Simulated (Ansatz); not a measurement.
Input of an Ansatz 0.2.0 run:

Contents of input.yaml:

```yaml
crystal:
  lattice:
    - [3.5850313806, 0.0, 0.0]
    - [-1.7925156903, 3.104728249, 0.0]
    - [0.0, 0.0, 24.5132890606]
  atoms:
    - { symbol: Se, position: [0.0, 0.0, 0.3059564949] }
    - { symbol: Be, position: [0.3333333333, 0.6666666667, 0.3358093419] }
    - { symbol: Se, position: [0.3333333333, 0.6666666667, 0.4253678827] }
    - { symbol: Be, position: [0.6666666667, 0.3333333333, 0.4552207296] }
    - { symbol: Se, position: [0.6666666667, 0.3333333333, 0.5447792704] }
    - { symbol: Be, position: [0.0, 0.0, 0.5746321173] }
    - { symbol: Se, position: [0.0, 0.0, 0.6641906581] }
    - { symbol: Be, position: [0.3333333333, 0.6666666667, 0.6940435051] }
hamiltonian:
  xc: pbe
  pseudopotentials: { kind: paw }
  dispersion: d4
kpoints:
  mp_grid: { grid: [9, 9, 1] }
scf:
  occupations: { method: fermi_dirac, width: 0.05 }
output:
  forces: true
  eigenvalues: true
  write_density: true
  write_potential: true
  elf: true
  volumetric_format: npy
relax:
  f_tol: 0.02
  max_steps: 40
  constraints: [{ sites: [0, 1, 2, 3] }]
efield:
  axis: 3
  dipole_correction: true
  ramp_width: 0.04
```

Potentials or basis: Ansatz PAW.

Run with:

```sh
$ ansatz run input.yaml --threads 4 --pin off --max-ram 11264MiB --backend cpu --events-out ev --progress --plain --runs-dir out
```

Question: What does it give for the work function of the lower face?

Answer: 6.92 eV.

Question: Predict the work function of the upper face.

Answer: 2.28 eV.

Step by step:
```csv
step,energy change (eV),largest force (eV/Å)
1,0.0000,1.2932
2,-0.1270,0.9137
3,-0.2171,1.0809
4,-0.2239,1.1155
```
